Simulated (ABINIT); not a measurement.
ZrB2:

```
CELL_PARAMETERS angstrom
3.17000 0.00000 0.00000
-1.58500 2.74530 0.00000
0.00000 0.00000 3.53300
ATOMIC_POSITIONS crystal
Zr 0.00000 0.00000 0.00000
B 0.66667 0.33333 0.50000
B 0.33333 0.66667 0.50000
```

```yaml
Program: ABINIT 10.8.3 (patched build)
Task: single point
Functional: PBE
Potentials_or_basis: JTH PAW PBE v2.0
Cutoff: 463 eV
k_mesh: 10 × 10 × 8
Occupations: fermi-dirac, width 0.05 eV
Spin: no spin polarisation
```

On this cell: pressure 0.6 GPa; largest force under 0.003 eV/Å; band gap on the k mesh none (metal or under the smearing width).

The same run follows on a disturbed copy (atoms moved at random, drawn with an rms of 0.05 Å):

```
Zr B
1.0
     3.17000    0.00000    0.00000
    -1.58500    2.74530    0.00000
     0.00000    0.00000    3.53300
Zr B
1 2
Cartesian
  -0.0317 0.0579 -0.0309
  1.5522 0.9061 1.7516
  0.0305 1.8258 1.8164
```

Task: What does the disturbed cell give?

Result: The energy (extrapolated to zero smearing) moves by +28.5 meV/atom; pressure 1.6 GPa; largest force 1.251 eV/Å; band gap on the k mesh none (metal or under the smearing width).

Forces in eV/Å, atoms in the order of the input:
```
Zr   0.376 -0.836  0.693
B    0.536  0.397  0.042
B   -0.912  0.439 -0.735
```

Stress tensor (GPa, compression positive):
```
 1.45  0.57  0.44
 0.57  1.18 -0.71
 0.44 -0.71  2.23
```

Caveats: the atomic spheres overlap (some runs).
